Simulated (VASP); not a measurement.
Yb under changes of volume

One of the cells (40.633 Å³/atom); the others are scaled copies at fixed shape and fractional positions:

```
CELL_PARAMETERS angstrom
-2.16573 2.16573 2.16573
2.16573 -2.16573 2.16573
2.16573 2.16573 -2.16573
ATOMIC_POSITIONS crystal
Yb 0.00000 0.00000 0.00000
```

This isn't the form of Yb at room conditions, which is fcc.

| Property | Result |
| --- | --- |
| Program | VASP 6.6.1 |
| Functional | PBE |
| Potentials or basis | VASP PAW PBE potentials, release 64 (Yb) |
| Cutoff | 520 eV |
| k mesh | 9 × 9 × 9 |
| Occupations | fermi-dirac, width 0.05 eV |
| Spin | collinear spin, ferromagnetic start |
| Starting moments | [1.0] μB |

```tsv
volume (Å³/atom)	energy over the lowest point (meV/atom)	pressure (GPa)
38.242	0.00	-1.7
39.039	9.93	-3.1
40.633	33.66	-2.8
41.429	47.04	-4.1
42.226	?	?
```

Question: What does the run at 42.226 Å³/atom give?

Answer: Energy over the lowest point 61.42 meV/atom; pressure -2.8 GPa.

Worked out: A Birch-Murnaghan fit of order 2 (a polynomial in V^(-2/3)) to the other rows has no minimum within the range. It gives 61.40 meV/atom at 42.226 Å³/atom, against the run's 61.42, and -dE/dV = -3.0 GPa, against -2.8.

Energies are extrapolated to zero smearing.
